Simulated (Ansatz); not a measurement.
FeO (Wuestite):

```
Fe O
1.0
     0.00000    2.15540    2.15540
     2.15540    0.00000    2.15540
     2.15540    2.15540    0.00000
Fe O
1 1
Direct
  0.00000 0.00000 0.00000
  0.50000 0.50000 0.50000
```

- Program: Ansatz 0.2.0
- Task: relaxation of cell and atoms
- Functional: RPBE
- Potentials or basis: all-electron LAPW, scalar-relativistic
- Basis error allowed: 0.001 eV/atom
- k mesh: 11 × 11 × 11
- Occupations: fermi-dirac, width 0.05 eV
- Spin: collinear spin, ferromagnetic start
- Starting moments: [3.0, 0.0] μB

At the start: volume 10.01 Å³/atom.

Q: Where does the relaxation end?

A: Over 5 steps the energy falls by 4.7 meV/atom and the volume is 10.31 Å³/atom (+3.0 %); space group Fm-3m (No. 225, to 0.05 Å); moment 4.00 μB per cell.

The path:
```csv
step,energy change (eV),largest force (eV/Å),volume (Å³)
1,0.0000,0.0000,20.03
2,-0.0079,0.0000,20.38
3,-0.0094,0.0000,20.61
4,-0.0094,0.0000,20.62
5,-0.0094,0.0000,20.62
```

Final structure:
```yaml
crystal:
  lattice:
    - [0.00000, 2.17646, 2.17646]
    - [2.17646, 0.00000, 2.17646]
    - [2.17646, 2.17646, 0.00000]
  atoms:
    - { symbol: Fe, position: [0.00000, 0.00000, 0.00000] }
    - { symbol: O, position: [0.50000, 0.50000, 0.50000] }
```

Caveat: a cell with one magnetic atom can't hold antiferromagnetic order, which such compounds often take.
